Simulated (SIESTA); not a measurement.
## CdS (Greenockite) under changes of volume

One of the cells (25.623 Å³/atom); the others are scaled copies at fixed shape and fractional positions:

```
CELL_PARAMETERS angstrom
4.17748 0.00000 0.00000
-2.08874 3.61781 0.00000
0.00000 0.00000 6.78162
ATOMIC_POSITIONS crystal
Cd 0.66667 0.33333 0.50000
Cd 0.33333 0.66667 0.00000
S 0.66667 0.33333 0.87500
S 0.33333 0.66667 0.37500
```

| Quantity | Value |
| --- | --- |
| Program | SIESTA 5.4.2 |
| Functional | PBEsol |
| Potentials or basis | PseudoDojo 0.4 standard (PBEsol files) |
| Basis | DZP (energy shift 0.003 Ry; two zetas on semicore shells) |
| Grid cutoff | 800 Ry |
| Energy shift | 0.003 Ry |
| k mesh | 7 × 7 × 4 |
| Occupations | fermi-dirac, width 0.05 eV |
| Spin | no spin polarisation |

```tsv
volume (Å³/atom)	energy over the lowest point (meV/atom)	pressure (GPa)	gap on the mesh (eV)	largest force (eV/Å)
23.614	?	?	?	?
24.116	3.77	2.0	1.38	0.082
24.618	0.00	0.5	1.32	0.078
25.623	4.78	-1.9	1.21	0.068
26.126	12.45	-3.0	1.16	0.065
26.628	23.14	-3.8	1.11	0.061
```

What does the run at 23.614 Å³/atom give?

Energy over the lowest point 12.29 meV/atom; pressure 3.5 GPa; gap on the mesh 1.44 eV; largest force 0.086 eV/Å.

Worked out: A Birch-Murnaghan fit of order 3 (a polynomial in V^(-2/3)) to the other rows has its minimum at 24.81 Å³/atom with B0 = V·E''(V) = 64 GPa and B' = 4.7 at fixed shape and positions, which overstates the stiffness. It gives 12.31 meV/atom at 23.614 Å³/atom, against the run's 12.29, and -dE/dV = 3.5 GPa, against 3.5. A straight line through the other rows of the gap, of slope -2.72 eV per unit of ln V (its deformation potential), extrapolates to 1.43 eV, against the run's 1.44.

Energies are extrapolated to zero smearing.

Caveats: an odd mesh through Γ misses points on the zone boundary, where band edges often lie; the basis of atomic orbitals isn't converged, which shifts pressures, moduli and gaps. Spin-orbit coupling on Cd is left out.
